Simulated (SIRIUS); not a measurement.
# Au (Fm-3m) in SIRIUS: a series of runs

One crystal, Au, is run at these levels: PBEsol; tasks: equation of state.

All numbers are computed with SIRIUS 7.12.0; they aren't measurements. Logs are shortened: lines on timing, memory, paths and dates and some standing lists are left out, and cuts for length are marked. The log counts tension as positive stress, the text compression.

**Measured values to compare with.**

From “Exploring toroidal anvil profiles for larger sample volumes above 4 Mbar”, 2024, pmc:11102561, for a bulk crystal of Au: bulk modulus 167 GPa.

The runs below are set against these values where they give the same quantity.

## 1. Starting point

It takes space group Fm-3m (No. 225, cubic). The conventional cell has a = 4.070 Å, b = 4.070 Å, c = 4.070 Å, α = 90.00°, β = 90.00°, γ = 90.00°. Au (site symmetry m-3m) is surrounded by 12 Au at 2.88 Å.

## 2. Equation of state, PBEsol, 15.84 Å³/atom (volume scaled by 0.94)

sirius.json

```json
{
  "control": {
    "processing_unit": "cpu",
    "std_evp_solver_name": "lapack",
    "gen_evp_solver_name": "lapack",
    "verbosity": 2,
    "print_forces": false,
    "ortho_rf": true,
    "use_second_variation": true,
    "rmt_max": 3.0,
    "num_bands_to_print": 24,
    "save_wf": true
  },
  "parameters": {
    "electronic_structure_method": "full_potential_lapwlo",
    "xc_functionals": ["XC_GGA_X_PBE_SOL", "XC_GGA_C_PBE_SOL"],
    "core_relativity": "dirac",
    "valence_relativity": "iora",
    "num_fv_states": 25,
    "smearing": "fermi_dirac",
    "smearing_width": 0.0018374661,
    "pw_cutoff": 20,
    "gk_cutoff": 3.51,
    "lmax_apw": 11,
    "lmax_rho": 8,
    "lmax_pot": 8,
    "num_mag_dims": 0,
    "auto_rmt": 0,
    "ngridk": [11, 11, 11],
    "shiftk": [0, 0, 0],
    "num_dft_iter": 80,
    "energy_tol": 1e-07,
    "density_tol": 1e-05,
    "use_symmetry": true
  },
  "settings": {"tol_ne": 1e-10},
  "iterative_solver": {"type": "exact"},
  "mixer": {"type": "anderson", "beta": 0.5, "max_history": 8},
  "unit_cell": {
    "lattice_vectors": [[0.0, 3.767089153, 3.767089153], [3.767089153, 0.0, 3.767089153], [3.767089153, 3.767089153, 0.0]],
    "atom_types": ["Au"],
    "atom_files": {"Au": "Au.json"},
    "atoms": {"Au": [[0.0, 0.0, 0.0]]}
  }
}
```

Au.json

```json
{
  "name": "gold",
  "symbol": "Au",
  "number": 79,
  "mass": 196.966569,
  "rmin": 1e-06,
  "rmt": 2.62,
  "nrmt": 800,
  "rinf": 13.44,
  "core": "1s2s2p3s3p3d4s4p4d",
  "valence": [
    {"basis": [{"enu": 0.17, "dme": 0, "n": 0, "auto": 0}, {"enu": 0.17, "dme": 1, "n": 0, "auto": 0}]},
    {"l": 0, "n": 1, "basis": [{"enu": 0.27, "dme": 0, "n": 0, "auto": 0}]},
    {"l": 1, "n": 2, "basis": [{"enu": 0.27, "dme": 0, "n": 0, "auto": 0}]},
    {"l": 2, "n": 3, "basis": [{"enu": 0.27, "dme": 0, "n": 0, "auto": 0}]},
    {"l": 3, "n": 4, "basis": [{"enu": 0.27, "dme": 0, "n": 0, "auto": 0}]},
    {"l": 4, "n": 5, "basis": [{"enu": 0.27, "dme": 0, "n": 0, "auto": 0}]}
  ],
  "lo": [
    {"l": 0, "basis": [{"enu": 0.27, "dme": 0, "n": 0, "auto": 0}, {"enu": 0.27, "dme": 1, "n": 0, "auto": 0}]},
    {
      "l": 0,
      "basis": [{"enu": -3.4844, "dme": 0, "n": 5, "auto": 1}, {"enu": -3.4844, "dme": 1, "n": 5, "auto": 1}]
    },
    {
      "l": 0,
      "basis": [{"enu": -3.4844, "dme": 1, "n": 5, "auto": 1}, {"enu": 0.27, "dme": 0, "n": 0, "auto": 0}]
    },
    {"l": 0, "basis": [{"enu": 0.27, "dme": 0, "n": 0, "auto": 0}, {"enu": 2.6009, "dme": 0, "n": 0, "auto": 0}]},
    {"l": 1, "basis": [{"enu": 0.27, "dme": 0, "n": 0, "auto": 0}, {"enu": 0.27, "dme": 1, "n": 0, "auto": 0}]},
    {
      "l": 1,
      "basis": [{"enu": -1.7079, "dme": 0, "n": 5, "auto": 1}, {"enu": -1.7079, "dme": 1, "n": 5, "auto": 1}]
    },
    {
      "l": 1,
      "basis": [{"enu": -1.7079, "dme": 1, "n": 5, "auto": 1}, {"enu": 0.27, "dme": 0, "n": 0, "auto": 0}]
    },
    {"l": 1, "basis": [{"enu": 0.27, "dme": 0, "n": 0, "auto": 0}, {"enu": 2.9505, "dme": 0, "n": 0, "auto": 0}]},
    {"l": 2, "basis": [{"enu": 0.27, "dme": 0, "n": 0, "auto": 0}, {"enu": 0.27, "dme": 1, "n": 0, "auto": 0}]},
    {"l": 2, "basis": [{"enu": 0.27, "dme": 1, "n": 0, "auto": 0}, {"enu": 0.27, "dme": 2, "n": 0, "auto": 0}]},
    {"l": 2, "basis": [{"enu": 0.27, "dme": 0, "n": 0, "auto": 0}, {"enu": 2.5426, "dme": 0, "n": 0, "auto": 0}]},
    {"l": 3, "basis": [{"enu": 0.27, "dme": 0, "n": 0, "auto": 0}, {"enu": 0.27, "dme": 1, "n": 0, "auto": 0}]},
    {
      "l": 3,
      "basis": [{"enu": -2.5191, "dme": 0, "n": 4, "auto": 1}, {"enu": -2.5191, "dme": 1, "n": 4, "auto": 1}]
    },
    {
      "l": 3,
      "basis": [{"enu": -2.5191, "dme": 1, "n": 4, "auto": 1}, {"enu": 0.27, "dme": 0, "n": 0, "auto": 0}]
    },
    {"l": 3, "basis": [{"enu": 0.27, "dme": 0, "n": 0, "auto": 0}, {"enu": 3.6498, "dme": 0, "n": 0, "auto": 0}]},
    {"l": 4, "basis": [{"enu": 0.27, "dme": 0, "n": 0, "auto": 0}, {"enu": 0.27, "dme": 1, "n": 0, "auto": 0}]},
    {"l": 4, "basis": [{"enu": 0.27, "dme": 0, "n": 0, "auto": 0}, {"enu": 3.067, "dme": 0, "n": 0, "auto": 0}]}
  ],
  "free_atom": [... radial grid and density of the free atom, the start of the SCF ...]
}
```

sirius_start.json

```json
{
  "control": {
    "processing_unit": "cpu",
    "std_evp_solver_name": "lapack",
    "gen_evp_solver_name": "lapack",
    "verbosity": 1,
    "print_forces": false,
    "ortho_rf": true,
    "use_second_variation": true,
    "rmt_max": 3.0,
    "num_bands_to_print": 24,
    "save_wf": false
  },
  "parameters": {
    "electronic_structure_method": "full_potential_lapwlo",
    "xc_functionals": ["XC_LDA_X", "XC_LDA_C_PW"],
    "core_relativity": "dirac",
    "valence_relativity": "iora",
    "num_fv_states": 25,
    "smearing": "fermi_dirac",
    "smearing_width": 0.0055123983,
    "pw_cutoff": 20,
    "gk_cutoff": 2.81,
    "lmax_apw": 11,
    "lmax_rho": 8,
    "lmax_pot": 8,
    "num_mag_dims": 0,
    "auto_rmt": 0,
    "ngridk": [4, 4, 4],
    "shiftk": [0, 0, 0],
    "num_dft_iter": 30,
    "energy_tol": 0.01,
    "density_tol": 0.05,
    "use_symmetry": true
  },
  "settings": {"tol_ne": 1e-10},
  "iterative_solver": {"type": "exact"},
  "mixer": {"type": "anderson", "beta": 0.5, "max_history": 8},
  "unit_cell": {
    "lattice_vectors": [[0.0, 3.767089153, 3.767089153], [3.767089153, 0.0, 3.767089153], [3.767089153, 3.767089153, 0.0]],
    "atom_types": ["Au"],
    "atom_files": {"Au": "Au.json"},
    "atoms": {"Au": [[0.0, 0.0, 0.0]]}
  }
}
```

Potentials or basis: all-electron FP-LAPW, apw+lo standard.

Command:

```
$ OMP_NUM_THREADS=1 sirius.scf --input=sirius_start.json --output=start.json
$ OMP_NUM_THREADS=1 sirius.scf --input=sirius.json --output=output.json --task=1
```

Log:

```text
[info] SIRIUS version : 7.12.0
[info] number of MPI ranks           : 1
[info] MPI grid                      : 1 1
[info] maximum number of OMP threads : 1
[fft] FFT context for density and potential
[fft] =====================================
[fft]   plane wave cutoff                     : 20
[fft]   grid size                             : 36 36 36   total : 46656
[fft]   grid limits                           : -17 18   -17 18   -17 18
[fft]   number of G-vectors within the cutoff : 14331
[fft]   number of G-shells                    : 416
[fft] FFT context for coarse grid
[fft] =====================================
[fft]   plane wave cutoff                     : 7.02
[fft]   grid size                             : 15 15 15   total : 3375
[fft]   grid limits                           : -7 7   -7 7   -7 7
[fft]   number of G-vectors within the cutoff : 609
[fft]   number of G-shells                    : 30
[unit cell] lattice vectors
[unit cell]   a1 :       0.0000000000      3.7670891530      3.7670891530
[unit cell]   a2 :       3.7670891530      0.0000000000      3.7670891530
[unit cell]   a3 :       3.7670891530      3.7670891530      0.0000000000
[unit cell] reciprocal lattice vectors
[unit cell]   b1 :      -0.8339576065      0.8339576065      0.8339576065
[unit cell]   b2 :       0.8339576065     -0.8339576065      0.8339576065
[unit cell]   b3 :       0.8339576065      0.8339576065     -0.8339576065
[unit cell] unit cell volume :       106.91722815 [a.u.^3]
[unit cell] 1/sqrt(omega)    :         0.09671106
[unit cell] MT volume        :        75.33425248 (70.46%)
[unit cell] IT volume        :        31.58297566 (29.54%)
[unit cell] number of atom types : 1
[unit cell] type id : 0 symbol : Au mt_radius :   2.620000 num_atoms : 1
[unit cell] total number of atoms : 1
[unit cell] number of symmetry classes : 1
[unit cell] atom id  type id  class id             position                      vector_field
[unit cell] ------------------------------------------------------------------------------------------
[unit cell]      0        0        0      0.00000   0.00000   0.00000      0.00000   0.00000   0.00000
[unit cell] atom id         position (Cartesian, a.u.)
[unit cell] ---------------------------------------------
[unit cell]      0       0.000000    0.000000    0.000000
[... 317 lines left out ...]
[generate_radial_functions] {l: 3, n: 4, enu: -2.53692, dme: 1, auto: 1}
[diagonalize] Lowest band energies
[diagonalize] ik:    0   -3.529718   -2.537359   -2.536959   -2.536959   -2.536959   -2.536727   -2.536727   -2.536727   -1.735835   -1.735835   -1.735835   -0.035640    0.171513    0.171513    0.171513    0.235611    0.235611    0.883749    1.045782    1.045782    1.045782    1.235556    1.429814    1.429814
[diagonalize] ik:    1   -3.529667   -2.537356   -2.536963   -2.536963   -2.536958   -2.536727   -2.536725   -2.536725   -1.736707   -1.735965   -1.735965   -0.024359    0.167626    0.175452    0.175452    0.233837    0.233837    0.897889    0.987013    1.060580    1.060580    1.275321    1.351990    1.374731
[diagonalize] ik:    2   -3.529531   -2.537352   -2.536974   -2.536974   -2.536958   -2.536728   -2.536721   -2.536721   -1.739035   -1.736312   -1.736312    0.006452    0.161087    0.182576    0.182576    0.233781    0.233781    0.875957    0.930909    1.098867    1.098867    1.193638    1.276000    1.276000
[diagonalize] ik:    3   -3.529352   -2.537344   -2.536989   -2.536989   -2.536957   -2.536729   -2.536715   -2.536715   -1.742059   -1.736765   -1.736765    0.043020    0.169693    0.182026    0.182026    0.246605    0.246605    0.752824    0.923798    1.115939    1.115939    1.182612    1.216342    1.216342
[diagonalize] ik:    4   -3.529188   -2.537337   -2.537002   -2.537002   -2.536957   -2.536730   -2.536710   -2.536710   -1.744813   -1.737182   -1.737182    0.060900    0.175427    0.175427    0.218712    0.268053    0.268053    0.620163    0.889427    1.055681    1.055681    1.258874    1.258874    1.259840
[diagonalize] ...
[diagonalize] ik:   51   -3.528868   -2.537323   -2.537017   -2.537002   -2.536993   -2.536711   -2.536711   -2.536707   -1.744957   -1.741365   -1.739766    0.093687    0.108711    0.217788    0.255184    0.295259    0.496318    0.551242    0.671008    0.758517    1.089005    1.187801    1.312940    1.477199
[diagonalize] ik:   52   -3.528969   -2.537328   -2.537014   -2.536997   -2.536985   -2.536719   -2.536712   -2.536707   -1.744154   -1.740979   -1.738805    0.120470    0.127690    0.157380    0.242307    0.267572    0.392288    0.656953    0.717469    0.835056    1.126707    1.146193    1.337148    1.414698
[diagonalize] ik:   53   -3.528910   -2.537325   -2.537013   -2.537006   -2.536987   -2.536717   -2.536710   -2.536706   -1.744045   -1.741957   -1.739226    0.124487    0.134378    0.158977    0.230132    0.282985    0.467551    0.570852    0.701415    0.792581    1.109059    1.210567    1.373211    1.433941
[diagonalize] ik:   54   -3.528877   -2.537323   -2.537015   -2.537002   -2.536994   -2.536713   -2.536710   -2.536708   -1.744343   -1.741698   -1.739870    0.108282    0.121255    0.184479    0.242838    0.295408    0.488118    0.590757    0.665207    0.737853    1.158130    1.185495    1.287723    1.488974
[diagonalize] ik:   55   -3.528872   -2.537323   -2.537010   -2.537009   -2.536994   -2.536712   -2.536711   -2.536707   -1.743402   -1.742816   -1.739812    0.116972    0.139170    0.162953    0.229908    0.295265    0.524504    0.584841    0.624423    0.745449    1.155226    1.226080    1.306911    1.432943
[generate_core_charge_density] atom class : 0
[generate_core_charge_density]   n,l,k : 1 0 1  energy :       -2962.68349540
[generate_core_charge_density]   n,l,k : 2 0 1  energy :        -521.98549286
[generate_core_charge_density]   n,l,k : 2 1 1  energy :        -500.51041572
[generate_core_charge_density]   n,l,k : 2 1 2  energy :        -433.07454541
[generate_core_charge_density]   n,l,k : 3 0 1  energy :        -122.85554704
[generate_core_charge_density]   n,l,k : 3 1 1  energy :        -113.21053463
[generate_core_charge_density]   n,l,k : 3 1 2  energy :         -98.32946174
[generate_core_charge_density]   n,l,k : 3 2 2  energy :         -82.33182723
[generate_core_charge_density]   n,l,k : 3 2 3  energy :         -79.13291326
[generate_core_charge_density]   n,l,k : 4 0 1  energy :         -26.31013134
[generate_core_charge_density]   n,l,k : 4 1 1  energy :         -22.19952848
[generate_core_charge_density]   n,l,k : 4 1 2  energy :         -18.62694528
[generate_core_charge_density]   n,l,k : 4 2 2  energy :         -11.90605553
[generate_core_charge_density]   n,l,k : 4 2 3  energy :         -11.24070326
[find] Total energy                   :  -19042.65706762 (Ha),  -38085.31413525 (Ry)
[find] iteration : 1, RMS (target) : 1.8850e-01 (1.0000e-05) , energy difference (target) : 3.6914e-05 (1.0000e-07)
[find] Total energy                   :  -19042.65704994 (Ha),  -38085.31409987 (Ry)
[... 17 lines left out ...]
[find] valence_eval_sum               :     -50.35092349
[find] core_eval_sum                  :  -11657.93828428
[find] kinetic energy                 :   21877.16289431
[find] enuc                           :  -24004.12952591
[find] <rho|V^{XC}>                   :    -474.55071087
[find] <rho|E^{XC}>                   :    -360.23968194
[find] <mag|B^{XC}>                   :       0.00000000
[find] <rho|V^{H}>                    :  -33110.90139122
[find] smearing (-TS)                 :      -0.00009087
[find] SCF correction                 :      -0.00004266
[find] Total energy                   :  -19042.65705181 (Ha),  -38085.31410361 (Ry)
[find] Free energy (E-TS)             :  -19042.65714268 (Ha),  -38085.31428536 (Ry)
[find] band gap (eV)                  :       0.00000000
[find] Efermi                         :       0.37500830
[find] iteration : 6, RMS (target) : 1.4211e-06 (1.0000e-05) , energy difference (target) : 1.8979e-08 (1.0000e-07)
[find] converged after 7 SCF iterations!
[find] Charges and magnetic moments
[find] --------------------------------------------------------------------------------
[find] atom      charge    core leakage
[find] --------------------------------------------------------------------------------
[find]    0   77.956717    1.144731e-08
[find] total core leakage    : 1.14473128e-08
[find] interstitial charge   : 1.043280
[find] total charge          : 78.999997
[find] Energy
[find] --------------------------------------------------------------------------------
[find] valence_eval_sum               :     -50.35092349
[find] core_eval_sum                  :  -11657.93828428
[find] kinetic energy                 :   21877.16289431
[find] enuc                           :  -24004.12952591
[find] <rho|V^{XC}>                   :    -474.55071087
[find] <rho|E^{XC}>                   :    -360.23968194
[find] <mag|B^{XC}>                   :       0.00000000
[find] <rho|V^{H}>                    :  -33110.90139122
[find] smearing (-TS)                 :      -0.00009087
[find] SCF correction                 :      -0.00004266
[find] Total energy                   :  -19042.65705181 (Ha),  -38085.31410361 (Ry)
[find] Free energy (E-TS)             :  -19042.65714268 (Ha),  -38085.31428536 (Ry)
[find] band gap (eV)                  :       0.00000000
[find] Efermi                         :       0.37500830
```

Run time: 41 s. Hardware: 1 thread of Arm Neoverse V1, shared host; peak memory 0.33 GiB.

Results:

* Free energy: -518177.0987 eV
* Band gap on the k mesh: none (metal or under the smearing width)
* All electrons inside the program's atomic spheres: Au 77.96 (radii Au 2.62 bohr)

## 3. Equation of state, PBEsol, 16.18 Å³/atom (volume scaled by 0.96)

Changes to sirius.json since step 2:

```diff
@@ -39,3 +39,3 @@
   "unit_cell": {
-    "lattice_vectors": [[0.0, 3.767089153, 3.767089153], [3.767089153, 0.0, 3.767089153], [3.767089153, 3.767089153, 0.0]],
+    "lattice_vectors": [[0.0, 3.793618824, 3.793618824], [3.793618824, 0.0, 3.793618824], [3.793618824, 3.793618824, 0.0]],
     "atom_types": ["Au"],
```

Au.json

```json
{
  "name": "gold",
  "symbol": "Au",
  "number": 79,
  "mass": 196.966569,
  "rmin": 1e-06,
  "rmt": 2.62,
  "nrmt": 800,
  "rinf": 13.44,
  "core": "1s2s2p3s3p3d4s4p4d",
  "valence": [
    {"basis": [{"enu": 0.16, "dme": 0, "n": 0, "auto": 0}, {"enu": 0.16, "dme": 1, "n": 0, "auto": 0}]},
    {"l": 0, "n": 1, "basis": [{"enu": 0.26, "dme": 0, "n": 0, "auto": 0}]},
    {"l": 1, "n": 2, "basis": [{"enu": 0.26, "dme": 0, "n": 0, "auto": 0}]},
    {"l": 2, "n": 3, "basis": [{"enu": 0.26, "dme": 0, "n": 0, "auto": 0}]},
    {"l": 3, "n": 4, "basis": [{"enu": 0.26, "dme": 0, "n": 0, "auto": 0}]},
    {"l": 4, "n": 5, "basis": [{"enu": 0.26, "dme": 0, "n": 0, "auto": 0}]}
  ],
  "lo": [
    {"l": 0, "basis": [{"enu": 0.26, "dme": 0, "n": 0, "auto": 0}, {"enu": 0.26, "dme": 1, "n": 0, "auto": 0}]},
    {
      "l": 0,
      "basis": [{"enu": -3.4944, "dme": 0, "n": 5, "auto": 1}, {"enu": -3.4944, "dme": 1, "n": 5, "auto": 1}]
    },
    {
      "l": 0,
      "basis": [{"enu": -3.4944, "dme": 1, "n": 5, "auto": 1}, {"enu": 0.26, "dme": 0, "n": 0, "auto": 0}]
    },
    {"l": 0, "basis": [{"enu": 0.26, "dme": 0, "n": 0, "auto": 0}, {"enu": 2.5909, "dme": 0, "n": 0, "auto": 0}]},
    {"l": 1, "basis": [{"enu": 0.26, "dme": 0, "n": 0, "auto": 0}, {"enu": 0.26, "dme": 1, "n": 0, "auto": 0}]},
    {
      "l": 1,
      "basis": [{"enu": -1.7179, "dme": 0, "n": 5, "auto": 1}, {"enu": -1.7179, "dme": 1, "n": 5, "auto": 1}]
    },
    {
      "l": 1,
      "basis": [{"enu": -1.7179, "dme": 1, "n": 5, "auto": 1}, {"enu": 0.26, "dme": 0, "n": 0, "auto": 0}]
    },
    {"l": 1, "basis": [{"enu": 0.26, "dme": 0, "n": 0, "auto": 0}, {"enu": 2.9405, "dme": 0, "n": 0, "auto": 0}]},
    {"l": 2, "basis": [{"enu": 0.26, "dme": 0, "n": 0, "auto": 0}, {"enu": 0.26, "dme": 1, "n": 0, "auto": 0}]},
    {"l": 2, "basis": [{"enu": 0.26, "dme": 1, "n": 0, "auto": 0}, {"enu": 0.26, "dme": 2, "n": 0, "auto": 0}]},
    {"l": 2, "basis": [{"enu": 0.26, "dme": 0, "n": 0, "auto": 0}, {"enu": 2.5326, "dme": 0, "n": 0, "auto": 0}]},
    {"l": 3, "basis": [{"enu": 0.26, "dme": 0, "n": 0, "auto": 0}, {"enu": 0.26, "dme": 1, "n": 0, "auto": 0}]},
    {
      "l": 3,
      "basis": [{"enu": -2.5291, "dme": 0, "n": 4, "auto": 1}, {"enu": -2.5291, "dme": 1, "n": 4, "auto": 1}]
    },
    {
      "l": 3,
      "basis": [{"enu": -2.5291, "dme": 1, "n": 4, "auto": 1}, {"enu": 0.26, "dme": 0, "n": 0, "auto": 0}]
    },
    {"l": 3, "basis": [{"enu": 0.26, "dme": 0, "n": 0, "auto": 0}, {"enu": 3.6398, "dme": 0, "n": 0, "auto": 0}]},
    {"l": 4, "basis": [{"enu": 0.26, "dme": 0, "n": 0, "auto": 0}, {"enu": 0.26, "dme": 1, "n": 0, "auto": 0}]},
    {"l": 4, "basis": [{"enu": 0.26, "dme": 0, "n": 0, "auto": 0}, {"enu": 3.057, "dme": 0, "n": 0, "auto": 0}]}
  ],
  "free_atom": [... radial grid and density of the free atom, the start of the SCF ...]
}
```

Changes to sirius_start.json since step 2:

```diff
@@ -39,3 +39,3 @@
   "unit_cell": {
-    "lattice_vectors": [[0.0, 3.767089153, 3.767089153], [3.767089153, 0.0, 3.767089153], [3.767089153, 3.767089153, 0.0]],
+    "lattice_vectors": [[0.0, 3.793618824, 3.793618824], [3.793618824, 0.0, 3.793618824], [3.793618824, 3.793618824, 0.0]],
     "atom_types": ["Au"],
```

Potentials or basis: all-electron FP-LAPW, apw+lo standard.

Command:

```
$ OMP_NUM_THREADS=1 sirius.scf --input=sirius_start.json --output=start.json
$ OMP_NUM_THREADS=1 sirius.scf --input=sirius.json --output=output.json --task=1
```

Wall time 42 s (1 thread of Arm Neoverse V1, shared host); peak memory 0.33 GiB.

The run converged. Its results:

```yaml
Free_energy: -518177.1250 eV
Band_gap_on_the_k_mesh: none (metal or under the smearing width)
All_electrons_inside_the_program's_atomic_spheres: Au 77.91 (radii Au 2.62 bohr)
```

[end of part 1 of 3]
